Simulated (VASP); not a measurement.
MgO, 2 atoms in the cell. Symmetry: P-6m2, No. 187, hexagonal system. Conventional cell: a = 2.938 Å, b = 2.938 Å, c = 2.680 Å, α = 90.00°, β = 90.00°, γ = 120.00°. Mg (site symmetry -6m2) is surrounded by 6 O at 2.16 Å. O (site symmetry -6m2) is surrounded by 6 Mg at 2.16 Å. Measurements of this composition are mostly on another form, of space group No. 225.

```yaml
Program: VASP 6.6.1
Task: single point
Functional: PBE
Potentials_or_basis: VASP PAW PBE potentials, release 64 (Mg_GW, O_GW)
Cutoff: 450 eV
k_mesh: 5 × 5 × 5
Occupations: gaussian, width 0.02 eV
Spin: no spin polarisation
Further_INCAR_settings: ALGO = Fast; EDIFF = 1e-07
```

Potentials or basis: VASP PAW PBE potentials, release 64 (Mg_GW, O_GW).

Launch:

```console
$ cat potpaw_PBE.64/Mg_GW/POTCAR potpaw_PBE.64/O_GW/POTCAR > POTCAR
$ mpirun -np 1 vasp_std > vasp.out
```

Hardware: 1 thread of Intel(R) Xeon(R) Platinum 8488C (Sapphire Rapids), on a shared host.

Q: Estimate the wall time of this run.

A: Run time: 3.5 s on 1 thread of Intel(R) Xeon(R) Platinum 8488C (Sapphire Rapids) (shared host), peak memory 0.11 GiB. Counts: scf iterations 15, k points 15.
